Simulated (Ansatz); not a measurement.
## Hf in Ansatz: the effect of functional

The system is Hf.

```
Hf
1.0
     0.00000    2.19000    2.19000
     2.19000    0.00000    2.19000
     2.19000    2.19000    0.00000
Hf
1
Direct
  0.00000 0.00000 0.00000
```

This isn't the form of Hf at room conditions, which is hcp.

The cell isn't the ideal one: volume scaled by 0.96.

Alike in all runs:

```yaml
Program: Ansatz 0.2.0
Task: single point
Potentials_or_basis: Ansatz PAW
k_mesh: 10 × 10 × 10
Occupations: fermi-dirac, width 0.05 eV
Spin: no spin polarisation
```

| functional | cutoff | pressure (GPa) |
| --- | --- | --- |
| LDA | 420 eV (not typed: the program's choice for these potentials) | -1.4 |
| PBEsol | 420 eV (not typed: the program's choice for these potentials) | 2.9 |
| r2SCAN | 500 eV (not typed: the program's choice for these potentials) | ? |

**Question.** What does the run with functional r2SCAN give?

**Answer.** Pressure 7.2 GPa.

Caveats: the PAW data sets come from PBE, with cores solved anew for the run's functional, which leaves a small shift of forces and pressure.
